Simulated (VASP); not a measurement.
# TiC (Fm-3m) in VASP: relaxation of cell and atoms with RPBE

Aim: the relaxation of cell and atoms of TiC with RPBE.

All numbers are computed with VASP 6.6.1; they aren't measurements. Logs are shortened: lines on timing, memory, paths and dates and some standing lists are left out, and cuts for length are marked.

### Step 1. The structure

Symmetry: Fm-3m, No. 225, cubic system. Conventional cell: a = 4.330 Å, b = 4.330 Å, c = 4.330 Å, α = 90.00°, β = 90.00°, γ = 90.00°. Ti (site symmetry m-3m) has 6 C at 2.17 Å as nearest neighbours. C (site symmetry m-3m) has 6 Ti at 2.17 Å as nearest neighbours.

The cell was built by a generator and needn't be a form met in nature.

### Step 2. Relaxation of cell and atoms, RPBE

INCAR

```
SYSTEM = TiC
PREC     = Accurate       ! precision mode
ENCUT    = 600            ! plane-wave cutoff, eV
EDIFF    = 1E-6           ! SCF threshold, eV
ISMEAR   = 1              ! smearing method
SIGMA    = 0.2            ! smearing width, eV
LREAL    = .False.        ! projectors in reciprocal space
LASPH    = .True.         ! aspherical terms in the spheres
NELM     = 100            ! most SCF steps
ALGO     = Normal         ! electronic algorithm
ISIF     = 3              ! what is computed and relaxed
LWAVE    = .False.        ! write WAVECAR
LCHARG   = .False.        ! write CHGCAR
GGA      = RP             ! functional
IBRION   = 2              ! ionic algorithm
NSW      = 40             ! ionic steps
EDIFFG   = -0.02          ! ionic threshold
KPAR     = 4
```

KPOINTS

```
Automatic mesh
0
Gamma
  18 18 18
  0 0 0
```

POSCAR

```
TiC
1.0
    0.0000000000      2.1650000000      2.1650000000
    2.1650000000      0.0000000000      2.1650000000
    2.1650000000      2.1650000000      0.0000000000
Ti C
1 1
Direct
    0.0000000000      0.0000000000      0.0000000000
    0.5000000000      0.5000000000      0.5000000000
```

Potentials or basis: VASP PAW PBE potentials, release 64 (Ti_sv, C).

On the command line:

```sh
cat potpaw_PBE.64/Ti_sv/POTCAR potpaw_PBE.64/C/POTCAR > POTCAR
mpirun -np 4 vasp_std > vasp.out
```

OUTCAR:

```text
SYSTEM = TiC
   PREC = Accurate
   ENCUT = 600
   EDIFF = 1E-6
   ISMEAR = 1
   LREAL = .False.
   LASPH = .True.
   NELM = 100
   ISIF = 3
   GGA = RP
   IBRION = 2
   NSW = 40
   EDIFFG = -0.02

 ion  position               nearest neighbor table
   1  0.000  0.000  0.000-   2 2.17   2 2.17   2 2.17   2 2.17   2 2.17   2 2.17
   2  0.500  0.500  0.500-   1 2.17   1 2.17   1 2.17   1 2.17   1 2.17   1 2.17

  LATTYP: Found a face centered cubic cell.
 ALAT       =     4.3300000000

  Lattice vectors:

 A1 = (   0.0000000000,   2.1650000000,   2.1650000000)
 A2 = (   2.1650000000,   0.0000000000,   2.1650000000)
 A3 = (   2.1650000000,   2.1650000000,   0.0000000000)

Analysis of symmetry for initial positions (statically):
=====================================================================
 Subroutine PRICEL returns:
 Original cell was already a primitive cell.

 Routine SETGRP: Setting up the symmetry group for a
 face centered cubic supercell.

 Subroutine GETGRP returns: Found 48 space group operations
 (whereof 48 operations were pure point group operations)
 out of a pool of 48 trial point group operations.

The static configuration has the point symmetry O_h .

Analysis of symmetry for dynamics (positions and initial velocities):
=====================================================================
 Subroutine PRICEL returns:
 Original cell was already a primitive cell.

 Routine SETGRP: Setting up the symmetry group for a
 face centered cubic supercell.

 Subroutine GETGRP returns: Found 48 space group operations
 (whereof 48 operations were pure point group operations)
 out of a pool of 48 trial point group operations.

The dynamic configuration has the point symmetry O_h .

 Subroutine INISYM returns: Found 48 space group operations
 (whereof 48 operations are pure point group operations),
 and found     1 'primitive' translations

----------------------------------------------------------------------------------------

                                     Primitive cell

  volume of cell :      20.2957

  direct lattice vectors                    reciprocal lattice vectors
     0.000000000  2.165000000  2.165000000    -0.230946882  0.230946882  0.230946882
     2.165000000  0.000000000  2.165000000     0.230946882 -0.230946882  0.230946882
     2.165000000  2.165000000  0.000000000     0.230946882  0.230946882 -0.230946882

  length of vectors
     3.061772363  3.061772363  3.061772363     0.400011734  0.400011734  0.400011734

  position of ions in fractional coordinates (direct lattice)
     0.000000000  0.000000000  0.000000000
     0.500000000  0.500000000  0.500000000

  ion indices of the primitive-cell ions
   primitive index   ion index
                 1           1
                 2           2

----------------------------------------------------------------------------------------

 KPOINTS: Automatic mesh

Automatic generation of k-mesh.
 Grid dimensions read from file:
 generate k-points for:   18   18   18

 Generating k-lattice:

  Cartesian coordinates                     Fractional coordinates (reciprocal lattice)
    -0.012830382  0.012830382  0.012830382     0.055555556  0.000000000  0.000000000
     0.012830382 -0.012830382  0.012830382     0.000000000  0.055555556  0.000000000
     0.012830382  0.012830382 -0.012830382     0.000000000  0.000000000  0.055555556

  Length of vectors
     0.022222874  0.022222874  0.022222874

  Shift w.r.t. Gamma in fractional coordinates (k-lattice)
     0.000000000  0.000000000  0.000000000

 Subroutine IBZKPT returns following result:
 ===========================================

 Found    195 irreducible k-points:

 Following reciprocal coordinates:
            Coordinates               Weight
  0.000000  0.000000  0.000000      1.000000
  0.055556  0.000000  0.000000      8.000000
  0.111111  0.000000  0.000000      8.000000
  0.166667  0.000000  0.000000      8.000000
  0.222222  0.000000  0.000000      8.000000
  0.277778  0.000000  0.000000      8.000000
[... 16 lines left out ...]
 -0.277778  0.055556  0.000000     24.000000
 -0.222222  0.055556  0.000000     24.000000
 [... further k-points ...]
   k-points           NKPTS =    195   k-points in BZ     NKDIM =    195   number of bands    NBANDS=     12
   number of dos      NEDOS =    301   number of ions     NIONS =      2
   total plane-waves  NPLWV =  13824
   dimension x,y,z NGX =    24 NGY =   24 NGZ =   24
   dimension x,y,z NGXF=    48 NGYF=   48 NGZF=   48
   ions per type =               1   1
   NGX,Y,Z   is equivalent  to a cutoff of  13.03, 13.03, 13.03 a.u.
   NGXF,Y,Z  is equivalent  to a cutoff of  26.06, 26.06, 26.06 a.u.
 SYSTEM =  TiC
   PREC   = accura    normal or accurate (medium, high low for compatibility)
   ISTART =      0    job   : 0-new  1-cont  2-samecut
   ICHARG =      2    charge: 1-file 2-atom 10-const
   ISPIN  =      1    spin polarized calculation?
   LNONCOLLINEAR =      F non collinear calculations
   LSORBIT =      F    spin-orbit coupling
   LASPH  =      T    aspherical Exc in radial PAW
   ENCUT  =  600.0 eV  44.10 Ry    6.64 a.u.   6.12  6.12  6.12*2*pi/ulx,y,z
   NELM   =    100;   NELMIN=  2; NELMDL= -5     # of ELM steps
   EDIFF  = 0.1E-05   stopping-criterion for ELM
   LREAL  =      F    real-space projection
   EDIFFG = -.2E-01   stopping-criterion for IOM
   NSW    =     40    number of steps for IOM
   IBRION =      2    ionic relax: 0-MD 1-quasi-New 2-CG
   NFREE  =      1    steps in history (QN), initial steepest desc. (CG)
   ISIF   =      3    stress and relaxation
   ISYM   =      2    0-nonsym 1-usesym 2-fastsym
   POTIM  = 0.5000    time-step for ionic-motion
   TEBEG  =    0.0;   TEEND  =   0.0 temperature during run
   PSTRESS=    0.0 pullay stress
   NELECT =      16.0000    total number of electrons
   NUPDOWN=      -1.0000    fix difference up-down
   EMIN   =  10.00;   EMAX   =-10.00  energy-range for DOS
   EFERMI =   0.00;   METHOD = LEGACY
   ISMEAR =     1;   SIGMA  =   0.20  broadening in eV -4-tet -1-fermi 0-gaus
   EFERMI_NEDOS =   21; number of points for ismear=-14 and -15
   IALGO  =     38    algorithm
   IMIX   =      4    mixing-type and parameters
     AMIX     =   0.40;   BMIX     =  1.00
     AMIX_MAG =   1.60;   BMIX_MAG =  1.00
  volume/ion in A,a.u.               =      10.15        68.48
  Fermi-wavevector in a.u.,A,eV,Ry     =   1.512331  2.857892 31.118508  2.287146
  Thomas-Fermi vector in A             =   2.622270
   LORBIT       =      0    0 simple, 1 ext, 2 COOP (PROOUT), +10 PAW based schemes
   GGA     = RP    functional components
   LHFCALC =     F    Hartree Fock is set to
   AEXX    =    0.0000 exact exchange contribution
   IVDW    =     0    specifies the selected vdW correction
   LEPSILON=     F    determine dielectric tensor
   LRPA    =     F    only Hartree local field effects (RPA)
 conjugate gradient relaxation of ions
 non-spin polarized calculation
 Methfessel and Paxton  Order N= 1 SIGMA  =   0.20
  energy-cutoff  :      600.00
  volume of cell :       20.30
 maximum number of plane-waves:       700
   NGX = 13   NGY = 13   NGZ = 13

--------------------------------------- Ionic step        1  -------------------------------------------

 number of electron      16.0000000 magnetization

 Free energy of the ion-electron system (eV)
  ---------------------------------------------------
  ext. energy  EPLUGINS =         0.00000000
  ---------------------------------------------------
  free energy    TOTEN  =       -17.79881260 eV

  energy without entropy =      -17.79875330  energy(sigma->0) =      -17.79879283

------------------------ aborting loop because EDIFF is reached ----------------------------------------

  FORCE on cell =-STRESS in cart. coord.  units (eV):
  Direction    XX          YY          ZZ          XY          YZ          ZX
  --------------------------------------------------------------------------------------
  -------------------------------------------------------------------------------------
  Total        0.6482695      0.6482695      0.6482695     -0.0000000      0.0000000     -0.0000000
  in kB       51.1755435     51.1755435     51.1755435     -0.0000000      0.0000000     -0.0000000
  external PRESSURE =      51.1755435 kB  Pullay stress =       0.0000000 kB

 VOLUME and BASIS-vectors are now :
 -----------------------------------------------------------------------------
  energy-cutoff  :      600.00
  volume of cell :       20.30
      direct lattice vectors                 reciprocal lattice vectors
     0.000000000  2.165000000  2.165000000    -0.230946882  0.230946882  0.230946882
     2.165000000  0.000000000  2.165000000     0.230946882 -0.230946882  0.230946882
     2.165000000  2.165000000  0.000000000     0.230946882  0.230946882 -0.230946882
[... 37 lines left out ...]
 POSITION                                       TOTAL-FORCE (eV/Angst)
 -----------------------------------------------------------------------------------
      2.19885      2.19885      4.39771         0.000000     -0.000000     -0.000000
      2.19885      2.19885      2.19885        -0.000000      0.000000      0.000000
 -----------------------------------------------------------------------------------
    total drift:                               -0.000000     -0.000000     -0.000000

  FREE ENERGIE OF THE ION-ELECTRON SYSTEM (eV)
  ---------------------------------------------------
  free  energy   TOTEN  =       -17.7955709337 eV

  energy  without entropy=      -17.7956452746  energy(sigma->0) =      -17.79559571

--------------------------------------- Ionic step        3  -------------------------------------------

 number of electron      15.9999997 magnetization

 Free energy of the ion-electron system (eV)
  ---------------------------------------------------
  ext. energy  EPLUGINS =         0.00000000
  ---------------------------------------------------
  free energy    TOTEN  =       -17.80552715 eV

  energy without entropy =      -17.80552476  energy(sigma->0) =      -17.80552635

 E-fermi :   9.3115     XC(G=0): -12.4986

 val. band max:        9.3065585591   @ k =   0.2778   0.2222   0.0000
 cond. band min:       9.3342083382   @ k =   0.1667   0.1667   0.0000
 fundamental gap:      0.0276497791
 Fermi energy:         9.3115182093

 k-point     1 :       0.0000    0.0000    0.0000
  band No.  band energies     occupation
      1     -47.4948      2.00000
      2     -23.4597      2.00000
      3     -23.4597      2.00000
      4     -23.4597      2.00000
      5      -3.0704      2.00000
      6      10.0012     -0.00001
      7      10.0012     -0.00001
      8      10.0012     -0.00001
      9      10.9510     -0.00000
     10      10.9510     -0.00000
     11      10.9510     -0.00000
     12      10.9608     -0.00000

 k-point     2 :       0.0556    0.0000    0.0000
  band No.  band energies     occupation
      1     -47.4929      2.00000
      2     -23.4740      2.00000
      3     -23.4611      2.00000
      4     -23.4611      2.00000
      5      -3.0026      2.00000
      6       9.6397     -0.04237
      7       9.8491     -0.00096
      8       9.8491     -0.00096
      9      10.3354     -0.00000
     10      10.3354     -0.00000
     11      11.1473     -0.00000
     12      11.8274     -0.00000
[... 316 lines left out ...]
 k-point    24 :      -0.2222    0.0556    0.0000
  band No.  band energies     occupation
      1     -47.4627      2.00000
      2     -23.6796      2.00000
      3     -23.4966      2.00000
      4     -23.4749      2.00000
      5      -1.8385      2.00000
      6       6.6893      2.00000
      7       7.5763      2.00000
      8       7.8140      2.00000
      9      10.8032     -0.00000
     10      11.1912     -0.00000
     11      12.1407     -0.00000
     12      14.3312      0.00000

 [... further k-points ...]

------------------------ aborting loop because EDIFF is reached ----------------------------------------

  FORCE on cell =-STRESS in cart. coord.  units (eV):
  Direction    XX          YY          ZZ          XY          YZ          ZX
  --------------------------------------------------------------------------------------
  -------------------------------------------------------------------------------------
  Total       -0.0077671     -0.0077671     -0.0077671     -0.0000000     -0.0000000     -0.0000000
  in kB       -0.6005135     -0.6005135     -0.6005135     -0.0000000     -0.0000000     -0.0000000
  external PRESSURE =      -0.6005135 kB  Pullay stress =       0.0000000 kB

 VOLUME and BASIS-vectors are now :
 -----------------------------------------------------------------------------
  energy-cutoff  :      600.00
  volume of cell :       20.72
      direct lattice vectors                 reciprocal lattice vectors
    -0.000000000  2.180080906  2.180080906    -0.229349286  0.229349286  0.229349286
     2.180080906  0.000000000  2.180080906     0.229349286 -0.229349286  0.229349286
     2.180080906  2.180080906 -0.000000000     0.229349286  0.229349286 -0.229349286

 POSITION                                       TOTAL-FORCE (eV/Angst)
 -----------------------------------------------------------------------------------
      0.00000      0.00000     -0.00000         0.000000      0.000000      0.000000
      2.18008      2.18008      2.18008         0.000000     -0.000000     -0.000000
 -----------------------------------------------------------------------------------
    total drift:                                0.000000     -0.000000     -0.000000

  FREE ENERGIE OF THE ION-ELECTRON SYSTEM (eV)
  ---------------------------------------------------
  free  energy   TOTEN  =       -17.8055271515 eV

  energy  without entropy=      -17.8055247611  energy(sigma->0) =      -17.80552635

 reached required accuracy - stopping structural energy minimisation
```

It took 13 s on 4 MPI ranks of Intel Xeon 6975P-C (Granite Rapids), shared host; peak memory 0.18 GiB.

What came out:

| Property | Result |
| --- | --- |
| Free energy | -17.8055 eV |
| Relaxed volume | 10.36 Å³/atom |
| Relaxed cell | a = 3.083 Å, b = 3.083 Å, c = 3.083 Å, α = 60.00°, β = 60.00°, γ = 60.00° |
| Space group after relaxing (to 0.05 Å) | Fm-3m (No. 225) |
| Energy gained by relaxing | 3.4 meV/atom |
| Ionic steps | 3 |
| Pressure after relaxing | -0.1 GPa |
| Band gap on the k mesh | none (metal or under the smearing width) |

The path:
| step | energy change (eV) | largest force (eV/Å) | pressure (GPa) | volume (Å³) |
| --- | --- | --- | --- | --- |
| 1 | 0.0000 | 0.0000 | 5.12 | 20.30 |
| 2 | 0.0032 | 0.0000 | -5.69 | 21.26 |
| 3 | -0.0067 | 0.0000 | -0.06 | 20.72 |

Final structure:
```
Ti C
1.0
     0.00000    2.18008    2.18008
     2.18008    0.00000    2.18008
     2.18008    2.18008    0.00000
Ti C
1 1
Direct
  0.00000 0.00000 0.00000
  0.50000 0.50000 0.50000
```

Caveat: the PAW data sets were made with another functional, which shifts forces and pressure a little.
